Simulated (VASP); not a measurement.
# AlP (F-43m) in VASP: a series of runs

Aim: see how the results for AlP move with the level of theory and the settings. Levels: PBEsol, r2SCAN. Tasks: single point.

Everything below comes from runs of VASP 6.6.1. Logs are shortened: lines on timing, memory, paths and dates and some standing lists are left out, and cuts for length are marked.

**Experimental background.**

From a printed reference work, data compilation, for a bulk crystal of AlP at 4.2 K: band gap 2.505 eV (indirect).

The runs below are set against these values where they give the same quantity.

## (1) Starting point

Symmetry: F-43m, No. 216, cubic system. The conventional cell has a = 5.471 Å, b = 5.471 Å, c = 5.471 Å, α = 90.00°, β = 90.00°, γ = 90.00°. Al (site symmetry -43m) is surrounded by 4 P at 2.37 Å. Around P (site symmetry -43m) lie 4 Al at 2.37 Å.

The cell is a database's computed one.

## (2) Single point, PBEsol

Input file INCAR:

```
SYSTEM = AlP
PREC = Accurate ; ENCUT = 900
EDIFF = 1E-6 ; ISMEAR = 0
SIGMA = 0.02 ; LREAL = .FALSE.
LASPH = .TRUE. ; NELM = 60
ALGO = Normal ; ISIF = 2
LWAVE = .FALSE. ; LCHARG = .FALSE.
GGA = PS
```

Input file KPOINTS:

```
Automatic mesh
0
G
  8 8 8
  0 0 0
```

Input file POSCAR:

```
AlP
1.0
    0.0000000000      2.7357100000      2.7357100000
    2.7357100000      0.0000000000      2.7357100000
    2.7357100000      2.7357100000      0.0000000000
Al P
1 1
Direct
    0.0000000000      0.0000000000      0.0000000000
    0.2500000000      0.2500000000      0.2500000000
```

Potentials or basis: VASP PAW PBE potentials, release 64 (Al, P_h).

Command:

```bash
cat potpaw_PBE.64/Al/POTCAR potpaw_PBE.64/P_h/POTCAR > POTCAR
mpirun -np 1 vasp_std > vasp.out
```

OUTCAR:

```text
SYSTEM = AlP
   PREC = Accurate
   ENCUT = 900
   EDIFF = 1E-6
   ISMEAR = 0
   LREAL = .FALSE.
   LASPH = .TRUE.
   NELM = 60
   ISIF = 2
   GGA = PS

 ion  position               nearest neighbor table
   1  0.000  0.000  0.000-   2 2.37   2 2.37   2 2.37   2 2.37
   2  0.250  0.250  0.250-   1 2.37   1 2.37   1 2.37   1 2.37

  LATTYP: Found a face centered cubic cell.
 ALAT       =     5.4714200000

  Lattice vectors:

 A1 = (   0.0000000000,   2.7357100000,   2.7357100000)
 A2 = (   2.7357100000,   0.0000000000,   2.7357100000)
 A3 = (   2.7357100000,   2.7357100000,   0.0000000000)

Analysis of symmetry for initial positions (statically):
=====================================================================
 Subroutine PRICEL returns:
 Original cell was already a primitive cell.

 Routine SETGRP: Setting up the symmetry group for a
 face centered cubic supercell.

 Subroutine GETGRP returns: Found 24 space group operations
 (whereof 24 operations were pure point group operations)
 out of a pool of 48 trial point group operations.

The static configuration has the point symmetry T_d .

Analysis of symmetry for dynamics (positions and initial velocities):
=====================================================================
 Subroutine PRICEL returns:
 Original cell was already a primitive cell.

 Routine SETGRP: Setting up the symmetry group for a
 face centered cubic supercell.

 Subroutine GETGRP returns: Found 24 space group operations
 (whereof 24 operations were pure point group operations)
 out of a pool of 48 trial point group operations.

The dynamic configuration has the point symmetry T_d .

 Subroutine INISYM returns: Found 24 space group operations
 (whereof 24 operations are pure point group operations),
 and found     1 'primitive' translations

----------------------------------------------------------------------------------------

                                     Primitive cell

  volume of cell :      40.9487

  direct lattice vectors                    reciprocal lattice vectors
     0.000000000  2.735710000  2.735710000    -0.182767910  0.182767910  0.182767910
     2.735710000  0.000000000  2.735710000     0.182767910 -0.182767910  0.182767910
     2.735710000  2.735710000  0.000000000     0.182767910  0.182767910 -0.182767910

  length of vectors
     3.868878185  3.868878185  3.868878185     0.316563307  0.316563307  0.316563307

  position of ions in fractional coordinates (direct lattice)
     0.000000000  0.000000000  0.000000000
     0.250000000  0.250000000  0.250000000

  ion indices of the primitive-cell ions
   primitive index   ion index
                 1           1
                 2           2

----------------------------------------------------------------------------------------

 KPOINTS: Automatic mesh

Automatic generation of k-mesh.
 Grid dimensions read from file:
 generate k-points for:    8    8    8

 Generating k-lattice:

  Cartesian coordinates                     Fractional coordinates (reciprocal lattice)
    -0.022845989  0.022845989  0.022845989     0.125000000  0.000000000  0.000000000
     0.022845989 -0.022845989  0.022845989     0.000000000  0.125000000  0.000000000
     0.022845989  0.022845989 -0.022845989     0.000000000  0.000000000  0.125000000

  Length of vectors
     0.039570413  0.039570413  0.039570413

  Shift w.r.t. Gamma in fractional coordinates (k-lattice)
     0.000000000  0.000000000  0.000000000

 Subroutine IBZKPT returns following result:
 ===========================================

 Found     29 irreducible k-points:

 Following reciprocal coordinates:
            Coordinates               Weight
  0.000000  0.000000  0.000000      1.000000
  0.125000  0.000000  0.000000      8.000000
  0.250000  0.000000  0.000000      8.000000
  0.375000  0.000000  0.000000      8.000000
  0.500000  0.000000  0.000000      4.000000
  0.125000  0.125000  0.000000      6.000000
[... 16 lines left out ...]
  0.500000  0.250000  0.125000     48.000000
 -0.375000  0.250000  0.125000     24.000000
 [... further k-points ...]
   k-points           NKPTS =     29   k-points in BZ     NKDIM =     29   number of bands    NBANDS=      8
   number of dos      NEDOS =    301   number of ions     NIONS =      2
   total plane-waves  NPLWV =  64000
   dimension x,y,z NGX =    40 NGY =   40 NGZ =   40
   dimension x,y,z NGXF=    80 NGYF=   80 NGZF=   80
   ions per type =               1   1
   NGX,Y,Z   is equivalent  to a cutoff of  17.19, 17.19, 17.19 a.u.
   NGXF,Y,Z  is equivalent  to a cutoff of  34.38, 34.38, 34.38 a.u.
 SYSTEM =  AlP
   PREC   = accura    normal or accurate (medium, high low for compatibility)
   ISTART =      0    job   : 0-new  1-cont  2-samecut
   ICHARG =      2    charge: 1-file 2-atom 10-const
   ISPIN  =      1    spin polarized calculation?
   LNONCOLLINEAR =      F non collinear calculations
   LSORBIT =      F    spin-orbit coupling
   LASPH  =      T    aspherical Exc in radial PAW
   ENCUT  =  900.0 eV  66.15 Ry    8.13 a.u.   9.46  9.46  9.46*2*pi/ulx,y,z
   NELM   =     60;   NELMIN=  2; NELMDL= -5     # of ELM steps
   EDIFF  = 0.1E-05   stopping-criterion for ELM
   LREAL  =      F    real-space projection
   EDIFFG = 0.1E-04   stopping-criterion for IOM
   NSW    =      0    number of steps for IOM
   IBRION =     -1    ionic relax: 0-MD 1-quasi-New 2-CG
   NFREE  =      0    steps in history (QN), initial steepest desc. (CG)
   ISIF   =      2    stress and relaxation
   ISYM   =      2    0-nonsym 1-usesym 2-fastsym
   POTIM  = 0.5000    time-step for ionic-motion
   TEBEG  =    0.0;   TEEND  =   0.0 temperature during run
   PSTRESS=    0.0 pullay stress
   NELECT =       8.0000    total number of electrons
   NUPDOWN=      -1.0000    fix difference up-down
   EMIN   =  10.00;   EMAX   =-10.00  energy-range for DOS
   EFERMI =   0.00;   METHOD = LEGACY
   ISMEAR =     0;   SIGMA  =   0.02  broadening in eV -4-tet -1-fermi 0-gaus
   EFERMI_NEDOS =   21; number of points for ismear=-14 and -15
   IALGO  =     38    algorithm
   IMIX   =      4    mixing-type and parameters
     AMIX     =   0.40;   BMIX     =  1.00
     AMIX_MAG =   1.60;   BMIX_MAG =  1.00
  volume/ion in A,a.u.               =      20.47       138.17
  Fermi-wavevector in a.u.,A,eV,Ry     =   0.949930  1.795107 12.277439  0.902366
  Thomas-Fermi vector in A             =   2.078259
   LORBIT       =      0    0 simple, 1 ext, 2 COOP (PROOUT), +10 PAW based schemes
   GGA     = PS    functional components
   LHFCALC =     F    Hartree Fock is set to
   AEXX    =    0.0000 exact exchange contribution
   IVDW    =     0    specifies the selected vdW correction
   LEPSILON=     F    determine dielectric tensor
   LRPA    =     F    only Hartree local field effects (RPA)
 non-spin polarized calculation
 Gauss-broadening in eV      SIGMA  =   0.02
  energy-cutoff  :      900.00
  volume of cell :       40.95
 maximum number of plane-waves:      2565
 NGX is ok and might be reduce to    40
   NGX = 19   NGY = 19   NGZ = 19

 number of electron       8.0000000 magnetization

 Free energy of the ion-electron system (eV)
  ---------------------------------------------------
  ext. energy  EPLUGINS =         0.00000000
  ---------------------------------------------------
  free energy    TOTEN  =       -10.99840729 eV

  energy without entropy =      -10.99840729  energy(sigma->0) =      -10.99840729

 E-fermi :   4.8777     XC(G=0):  -9.3952

 val. band max:        4.7315511197   @ k =   0.0000   0.0000   0.0000
 cond. band min:       6.1809122885   @ k =   0.5000   0.5000   0.0000
 fundamental gap:      1.4493611688
 Fermi energy:         4.8777116163

 k-point     1 :       0.0000    0.0000    0.0000
  band No.  band energies     occupation
      1      -6.7598      2.00000
      2       4.7316      2.00000
      3       4.7316      2.00000
      4       4.7316      2.00000
      5       7.8823      0.00000
      6       9.2290      0.00000
      7       9.2290      0.00000
      8       9.2290      0.00000

 k-point     2 :       0.1250    0.0000    0.0000
  band No.  band energies     occupation
      1      -6.5875      2.00000
      2       3.4919      2.00000
      3       4.5827      2.00000
      4       4.5827      2.00000
      5       8.3250      0.00000
      6       9.5121      0.00000
      7       9.5121      0.00000
      8       9.7279      0.00000

 k-point     3 :       0.2500    0.0000    0.0000
  band No.  band energies     occupation
      1      -6.1021      2.00000
      2       1.5364      2.00000
      3       4.2880      2.00000
      4       4.2880      2.00000
      5       7.9522      0.00000
      6       9.8123      0.00000
      7       9.8123      0.00000
      8      11.5324      0.00000

 k-point     4 :       0.3750    0.0000    0.0000
  band No.  band energies     occupation
      1      -5.4486      2.00000
      2      -0.1074      2.00000
      3       4.0529      2.00000
      4       4.0529      2.00000
      5       7.5752      0.00000
      6       9.6165      0.00000
      7       9.6165      0.00000
      8      12.7140      0.00000

 k-point     5 :       0.5000    0.0000    0.0000
  band No.  band energies     occupation
      1      -5.0771      2.00000
      2      -0.8212      2.00000
      3       3.9678      2.00000
      4       3.9678      2.00000
      5       7.4394      0.00000
      6       9.4717      0.00000
      7       9.4717      0.00000
      8      12.7961      0.00000
[... 177 lines left out ...]
 k-point    22 :       0.3750    0.2500    0.1250
  band No.  band energies     occupation
      1      -5.6912      2.00000
      2       1.2170      2.00000
      3       2.8202      2.00000
      4       3.8127      2.00000
      5       8.4958      0.00000
      6       9.4644      0.00000
      7      10.0792      0.00000
      8      11.4658      0.00000

 k-point    23 :       0.5000    0.2500    0.1250
  band No.  band energies     occupation
      1      -5.0925      2.00000
      2       0.1051      2.00000
      3       2.2511      2.00000
      4       3.4260      2.00000
      5       8.5897      0.00000
      6       9.4297      0.00000
      7      10.6756      0.00000
      8      11.7520      0.00000

 k-point    24 :      -0.3750    0.2500    0.1250
  band No.  band energies     occupation
      1      -4.7640      2.00000
      2      -0.4564      2.00000
      3       2.1162      2.00000
      4       3.2373      2.00000
      5       8.5872      0.00000
      6       9.1608      0.00000
      7      11.5405      0.00000
      8      12.3297      0.00000

 [... further k-points ...]

------------------------ aborting loop because EDIFF is reached ----------------------------------------

  FORCE on cell =-STRESS in cart. coord.  units (eV):
  Direction    XX          YY          ZZ          XY          YZ          ZX
  --------------------------------------------------------------------------------------
  -------------------------------------------------------------------------------------
  Total       -0.0007876     -0.0007876     -0.0007876      0.0000000     -0.0000000      0.0000000
  in kB       -0.0308152     -0.0308152     -0.0308152      0.0000000     -0.0000000      0.0000000
  external PRESSURE =      -0.0308152 kB  Pullay stress =       0.0000000 kB

 VOLUME and BASIS-vectors are now :
 -----------------------------------------------------------------------------
  energy-cutoff  :      900.00
  volume of cell :       40.95
      direct lattice vectors                 reciprocal lattice vectors
     0.000000000  2.735710000  2.735710000    -0.182767910  0.182767910  0.182767910
     2.735710000  0.000000000  2.735710000     0.182767910 -0.182767910  0.182767910
     2.735710000  2.735710000  0.000000000     0.182767910  0.182767910 -0.182767910

 POSITION                                       TOTAL-FORCE (eV/Angst)
 -----------------------------------------------------------------------------------
      0.00000      0.00000      0.00000        -0.000000     -0.000000     -0.000000
      1.36786      1.36786      1.36786         0.000000      0.000000      0.000000
 -----------------------------------------------------------------------------------
    total drift:                               -0.000000     -0.000000     -0.000000

  FREE ENERGIE OF THE ION-ELECTRON SYSTEM (eV)
  ---------------------------------------------------
  free  energy   TOTEN  =       -10.9984072902 eV

  energy  without entropy=      -10.9984072902  energy(sigma->0) =      -10.99840729
```

Run time: 15 s. Hardware: 1 thread of Intel Xeon Platinum 8559C (Emerald Rapids), shared host; peak memory 0.24 GiB.

What came out:

- Free energy: -10.9984 eV
- Pressure: 0.0 GPa
- Band gap on the k mesh: 1.45 eV, indirect (least direct gap 3.15 eV)

Caveat: the PAW data sets were made with another functional, which shifts forces and pressure a little.

## (3) Single point, r2SCAN

Input file INCAR:

```
SYSTEM = AlP
PREC = Accurate ; ENCUT = 520
EDIFF = 1E-6 ; ISMEAR = 0
SIGMA = 0.02 ; LREAL = .FALSE.
LASPH = .TRUE. ; NELM = 60
ALGO = Normal ; ISIF = 2
LWAVE = .FALSE. ; LCHARG = .FALSE.
METAGGA = R2SCAN ; LMIXTAU = .TRUE.
```

KPOINTS is that of step 2.

POSCAR is that of step 2.

Potentials or basis: VASP PAW PBE potentials, release 64 (Al, P).

Command:

```bash
cat potpaw_PBE.64/Al/POTCAR potpaw_PBE.64/P/POTCAR > POTCAR
mpirun -np 1 vasp_std > vasp.out
```

Run time: 38 s. Hardware: 1 thread of Intel Xeon Platinum 8559C (Emerald Rapids), shared host; peak memory 0.16 GiB.

The run converged. Its results:

* Free energy: -17.2095 eV
* Pressure: 0.1 GPa
* Band gap on the k mesh: 1.92 eV, indirect (least direct gap 3.95 eV)

Levels at points of the mesh, in eV from the valence-band top:
```tsv
k point	band 1	band 2	band 3	band 4	band 5	band 6	band 7	band 8
(0.00, 0.00, 0.00)	-11.95	0.00	0.00	0.00	3.95	4.97	4.97	4.97
(0.50, 0.00, 0.00)	-10.22	-5.64	-0.79	-0.79	3.30	5.22	5.22	8.93
(0.50, 0.50, 0.00)	-9.54	-5.41	-2.17	-2.17	1.92	2.85	11.94	11.94
```

Caveat: the PAW data sets were made with another functional, which shifts forces and pressure a little.

## (4) How close it comes

Step 2. Against the measured gap of AlP, 2.505 eV (indirect; 4.2 K; a printed reference work, data compilation), the calculated 1.45 eV is off by -1.06 eV. The value is that of PBEsol on a finite k mesh, which can miss the band edges, without temperature or zero-point motion. Semilocal functionals fall short of measured gaps as a rule. The cell is a database's relaxed one, not the measured one, which moves gaps too.

Step 3. A measured gap of AlP is 2.505 eV (indirect; 4.2 K; a printed reference work, data compilation); the calculated 1.92 eV misses it by -0.58 eV. The value is that of r2SCAN on a finite k mesh, which can miss the band edges, without temperature or zero-point motion. The cell is a database's relaxed one, not the measured one, which moves gaps too.
